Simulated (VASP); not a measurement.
# Al (Fm-3m) in VASP: a series of runs

One crystal, Al, is run at these levels: PBE; tasks: single point.

All numbers are computed with VASP 6.6.1; they aren't measurements. Logs are shortened: lines on timing, memory, paths and dates and some standing lists are left out, and cuts for length are marked.

## (1) The structure

It takes space group Fm-3m (No. 225, cubic). Conventional cell: a = 4.050 Å, b = 4.050 Å, c = 4.050 Å, α = 90.00°, β = 90.00°, γ = 90.00°. Al (site symmetry m-3m) has 12 Al at 2.86 Å as nearest neighbours.

## (2) Single point, PBE

The input, INCAR:

```
SYSTEM = Al
PREC = Accurate
ENCUT = 400
EDIFF = 1E-7
ISMEAR = -1
SIGMA = 0.15
LREAL = .False.
LASPH = .True.
NELM = 100
ALGO = Normal
ISIF = 2
LWAVE = .False.
LCHARG = .False.
GGA = PE
NBANDS = 8
ADDGRID = .False.
```

The input, KPOINTS:

```
regular mesh
0
Gamma
  12 12 12
  0 0 0
```

The input, POSCAR:

```
Al
1.0
    0.0000000000      2.0248050000      2.0248050000
    2.0248050000      0.0000000000      2.0248050000
    2.0248050000      2.0248050000      0.0000000000
Al
1
Direct
    0.0000000000      0.0000000000      0.0000000000
```

Potentials or basis: VASP PAW PBE potentials, release 64 (Al).

Started as:

```
cat potpaw_PBE.64/Al/POTCAR > POTCAR
mpirun -np 1 vasp_std > vasp.out
```

OUTCAR:

```text
SYSTEM = Al
   PREC = Accurate
   ENCUT = 400
   EDIFF = 1E-7
   ISMEAR = -1
   LREAL = .False.
   LASPH = .True.
   NELM = 100
   ISIF = 2
   GGA = PE

 Found     72 irreducible k-points:

 Following reciprocal coordinates:
            Coordinates               Weight
  0.000000  0.000000  0.000000      1.000000
  0.083333  0.000000  0.000000      8.000000
  0.166667  0.000000  0.000000      8.000000
  0.250000  0.000000  0.000000      8.000000
  0.333333  0.000000  0.000000      8.000000
  0.416667  0.000000  0.000000      8.000000
   k-points           NKPTS =     72   k-points in BZ     NKDIM =     72   number of bands    NBANDS=      8
   number of dos      NEDOS =    301   number of ions     NIONS =      1
   total plane-waves  NPLWV =   8000
   dimension x,y,z NGX =    20 NGY =   20 NGZ =   20
   dimension x,y,z NGXF=    40 NGYF=   40 NGZF=   40
   ions per type =               1
   NGX,Y,Z   is equivalent  to a cutoff of  11.61, 11.61, 11.61 a.u.
   NGXF,Y,Z  is equivalent  to a cutoff of  23.22, 23.22, 23.22 a.u.
 SYSTEM =  Al
   PREC   = accura    normal or accurate (medium, high low for compatibility)
   ISTART =      0    job   : 0-new  1-cont  2-samecut
   ICHARG =      2    charge: 1-file 2-atom 10-const
   ISPIN  =      1    spin polarized calculation?
   LNONCOLLINEAR =      F non collinear calculations
   LSORBIT =      F    spin-orbit coupling
   LASPH  =      T    aspherical Exc in radial PAW
   ENCUT  =  400.0 eV  29.40 Ry    5.42 a.u.   4.67  4.67  4.67*2*pi/ulx,y,z
   NELM   =    100;   NELMIN=  2; NELMDL= -5     # of ELM steps
   EDIFF  = 0.1E-06   stopping-criterion for ELM
   LREAL  =      F    real-space projection
   EDIFFG = 0.1E-05   stopping-criterion for IOM
   NSW    =      0    number of steps for IOM
   IBRION =     -1    ionic relax: 0-MD 1-quasi-New 2-CG
   NFREE  =      0    steps in history (QN), initial steepest desc. (CG)
   ISIF   =      2    stress and relaxation
   ISYM   =      2    0-nonsym 1-usesym 2-fastsym
   POTIM  = 0.5000    time-step for ionic-motion
   TEBEG  =    0.0;   TEEND  =   0.0 temperature during run
   PSTRESS=    0.0 pullay stress
   NELECT =       3.0000    total number of electrons
   NUPDOWN=      -1.0000    fix difference up-down
   EMIN   =  10.00;   EMAX   =-10.00  energy-range for DOS
   EFERMI =   0.00;   METHOD = LEGACY
   ISMEAR =    -1;   SIGMA  =   0.15  broadening in eV -4-tet -1-fermi 0-gaus
   EFERMI_NEDOS =   21; number of points for ismear=-14 and -15
   IALGO  =     38    algorithm
   IMIX   =      4    mixing-type and parameters
     AMIX     =   0.40;   BMIX     =  1.00
     AMIX_MAG =   1.60;   BMIX_MAG =  1.00
  volume/ion in A,a.u.               =      16.60       112.04
  Fermi-wavevector in a.u.,A,eV,Ry     =   0.925526  1.748991 11.654733  0.856599
  Thomas-Fermi vector in A             =   2.051390
   LORBIT       =      0    0 simple, 1 ext, 2 COOP (PROOUT), +10 PAW based schemes
   GGA     = PE    functional components
   LHFCALC =     F    Hartree Fock is set to
   AEXX    =    0.0000 exact exchange contribution
   IVDW    =     0    specifies the selected vdW correction
   LEPSILON=     F    determine dielectric tensor
   LRPA    =     F    only Hartree local field effects (RPA)
 non-spin polarized calculation
  energy-cutoff  :      400.00
  volume of cell :       16.60
 maximum number of plane-waves:       311
   NGX =  9   NGY =  9   NGZ =  9

 number of electron       3.0000000 magnetization

 Free energy of the ion-electron system (eV)
  ---------------------------------------------------
  ext. energy  EPLUGINS =         0.00000000
  ---------------------------------------------------
  free energy    TOTEN  =        -3.76711609 eV

  energy without entropy =       -3.73967076  energy(sigma->0) =       -3.75339342

 E-fermi :   7.8582     XC(G=0): -10.1739

 val. band max:        7.6993828729   @ k =   0.5000   0.2500   0.0833
 cond. band min:       7.8806998748   @ k =  -0.4167   0.4167   0.0833
 fundamental gap:      0.1813170019
 Fermi energy:         7.8581804952

 k-point     1 :       0.0000    0.0000    0.0000
  band No.  band energies     occupation
      1      -3.1555      2.00000
      2      20.5235      0.00000
      3      20.5235      0.00000
      4      20.5235      0.00000
      5      21.9664      0.00000
      6      21.9664      0.00000
      7      21.9664      0.00000
      8      24.3574      0.00000

 k-point     2 :       0.0833    0.0000    0.0000
  band No.  band energies     occupation
      1      -2.9676      2.00000
      2      17.9057      0.00000
      3      19.9456      0.00000
      4      19.9456      0.00000
      5      22.6430      0.00000
      6      22.8314      0.00000
      7      22.8314      0.00000
      8      26.1696      0.00000

 k-point     3 :       0.1667    0.0000    0.0000
  band No.  band energies     occupation
      1      -2.4052      2.00000
      2      14.5546      0.00000
      3      19.2423      0.00000
      4      19.2423      0.00000
      5      22.4628      0.00000
      6      23.8923      0.00000
      7      23.8923      0.00000
      8      25.1565      0.00000

 k-point     4 :       0.2500    0.0000    0.0000
  band No.  band energies     occupation
      1      -1.4728      2.00000
      2      11.3631      0.00000
      3      18.8001      0.00000
      4      18.8001      0.00000
      5      22.2340      0.00000
      6      22.6364      0.00000
      7      22.6364      0.00000
      8      26.6256      0.00000

 k-point     5 :       0.3333    0.0000    0.0000
  band No.  band energies     occupation
      1      -0.1774      2.00000
      2       8.4298      0.04330
      3      18.6607      0.00000
      4      18.6607      0.00000
      5      21.2474      0.00000
      6      21.2474      0.00000
      7      22.2111      0.00000
      8      25.2023      0.00000

 k-point     6 :       0.4167    0.0000    0.0000
  band No.  band energies     occupation
      1       1.4712      2.00000
      2       5.7920      2.00000
      3      18.8340      0.00000
      4      18.8340      0.00000
      5      20.1336      0.00000
      6      20.1336      0.00000
      7      22.4827      0.00000
      8      23.9997      0.00000

 [... further k-points ...]

------------------------ aborting loop because EDIFF is reached ----------------------------------------

  FORCE on cell =-STRESS in cart. coord.  units (eV):
  Direction    XX          YY          ZZ          XY          YZ          ZX
  --------------------------------------------------------------------------------------
  -------------------------------------------------------------------------------------
  Total       -0.0460426     -0.0460426     -0.0460426      0.0000000      0.0000000      0.0000000
  in kB       -4.4431498     -4.4431498     -4.4431498      0.0000000      0.0000000      0.0000000
  external PRESSURE =      -4.4431498 kB  Pullay stress =       0.0000000 kB

 VOLUME and BASIS-vectors are now :
 -----------------------------------------------------------------------------
  energy-cutoff  :      400.00
  volume of cell :       16.60
      direct lattice vectors                 reciprocal lattice vectors
     0.000000000  2.024805000  2.024805000    -0.246937359  0.246937359  0.246937359
     2.024805000  0.000000000  2.024805000     0.246937359 -0.246937359  0.246937359
     2.024805000  2.024805000  0.000000000     0.246937359  0.246937359 -0.246937359

 POSITION                                       TOTAL-FORCE (eV/Angst)
 -----------------------------------------------------------------------------------
      0.00000      0.00000      0.00000         0.000000      0.000000     -0.000000
 -----------------------------------------------------------------------------------
    total drift:                                0.000000      0.000000     -0.000000

  FREE ENERGIE OF THE ION-ELECTRON SYSTEM (eV)
  ---------------------------------------------------
  free  energy   TOTEN  =        -3.7671160862 eV

  energy  without entropy=       -3.7396707576  energy(sigma->0) =       -3.75339342
```

Wall time 3.9 s (1 thread of Intel Xeon 6975P-C (Granite Rapids), shared host); peak memory 0.11 GiB.

These settings aren't checked as converged: the numbers below hold their error.

Results:

| Property | Result |
| --- | --- |
| Free energy | -3.7671 eV |
| Pressure | -0.4 GPa |
| Band gap on the k mesh | none (metal or under the smearing width) |

## (3) Single point, PBE

INCAR is that of step 2.

KPOINTS is that of step 2.

The input, POSCAR:

```
Al
1.0
   -0.0142710000      2.0302060000      1.9470980000
    2.0319350000     -0.0386130000      1.9714400000
    2.0296090000      2.0522230000     -0.0362870000
Al
1
Direct
    0.0259050000     -0.0062880000     -0.0081470000
```

Potentials or basis: VASP PAW PBE potentials, release 64 (Al).

Started as:

```
cat potpaw_PBE.64/Al/POTCAR > POTCAR
mpirun -np 1 vasp_std > vasp.out
```

It took 28 s on 1 thread of Intel Xeon 6975P-C (Granite Rapids), shared host; peak memory 0.17 GiB.

These settings aren't checked as converged: the numbers below hold their error.

What came out:

```
Free energy            : -3.7619 eV
Pressure               : -0.3 GPa
Band gap on the k mesh : none (metal or under the smearing width)
```

## (4) Single point, PBE

INCAR, as its differences from that of step 3:

```diff
@@ -2,3 +2,3 @@
 PREC = Accurate
-ENCUT = 400
+ENCUT = 600
 EDIFF = 1E-7
```

The input, KPOINTS:

```
regular mesh
0
Gamma
  10 10 10
  0 0 0
```

The input, POSCAR:

```
Al
1.0
    0.0000000000      2.0248050000      2.0248050000
    2.0248050000      0.0000000000      2.0248050000
    2.0248050000      2.0248050000      0.0000000000
Al
1
Direct
    0.0000000000      0.0000000000      0.0000000000
```

Started as:

```
cat potpaw_PBE.64/Al/POTCAR > POTCAR
mpirun -np 1 vasp_std > vasp.out
```

Wall time 3.1 s (1 thread of Intel Xeon 6975P-C (Granite Rapids), shared host); peak memory 0.13 GiB.

The run converged, but some of its settings lie outside the range that counts as converged, so its numbers aren't taken as properties of the crystal.

Results:

| Quantity | Value |
| --- | --- |
| Free energy | -3.7496 eV |
| Pressure | -0.4 GPa |
| Band gap on the k mesh | none (metal or under the smearing width) |

## (5) Single point, PBE

INCAR is that of step 4.

KPOINTS is that of step 4.

The input, POSCAR:

```
Al
1.0
   -0.0142710000      2.0302060000      1.9470980000
    2.0319350000     -0.0386130000      1.9714400000
    2.0296090000      2.0522230000     -0.0362870000
Al
1
Direct
    0.0259050000     -0.0062880000     -0.0081470000
```

Started as:

```
cat potpaw_PBE.64/Al/POTCAR > POTCAR
mpirun -np 1 vasp_std > vasp.out
```

It took 22 s on 1 thread of Intel Xeon 6975P-C (Granite Rapids), shared host; peak memory 0.18 GiB.

The run converged, but some of its settings lie outside the range that counts as converged, so its numbers aren't taken as properties of the crystal.

Results:

```
Free energy            : -3.7505 eV
Pressure               : -0.2 GPa
Band gap on the k mesh : none (metal or under the smearing width)
```
